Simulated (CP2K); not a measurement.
Runs of CP2K 2026.2 on In. The structure is cubic, space group Im-3m (No. 229). The conventional cell has a = 3.765 Å, b = 3.765 Å, c = 3.765 Å, α = 90.00°, β = 90.00°, γ = 90.00°. Around In (site symmetry m-3m) lie 8 In at 3.26 Å. This isn't the form of In at room conditions, which is tetragonal.

```csv
level,cutoff radius of the dispersion sum (A),cutoff of the non-local correlation (Ry),gap on the mesh (eV),pressure (GPa)
PBEsol,-,-,none,(b)
PBEsol+D4,20,-,none,-2.2
PBEsol+D3,20,-,none,(a)
PBEsol+rVV10,-,300,none,-1.3
PBEsol+D3(BJ),20,-,none,-3.2
```

Alike in all rows: task single point; potentials or basis POTENTIAL_UZH In GTH-PBE-q13; TZVP-MOLOPT-PBE-GTH basis; no spin polarisation; cell as given; k mesh 10 × 10 × 10; smearing fermi-dirac 0.05 eV.

Fill in the values left out.

(a) -2.1; (b) -1.0.

Caveats: the potentials were made for another functional, which shifts forces and pressure; the basis of atomic orbitals isn't converged, which shifts pressures, moduli and gaps; pairwise dispersion overbinds metals, which lowers pressure and volume (some runs).

A k mesh can miss the band edges, and the runs leave out spin-orbit coupling on In.

A gap of «none» marks a metal or a gap under the smearing width.
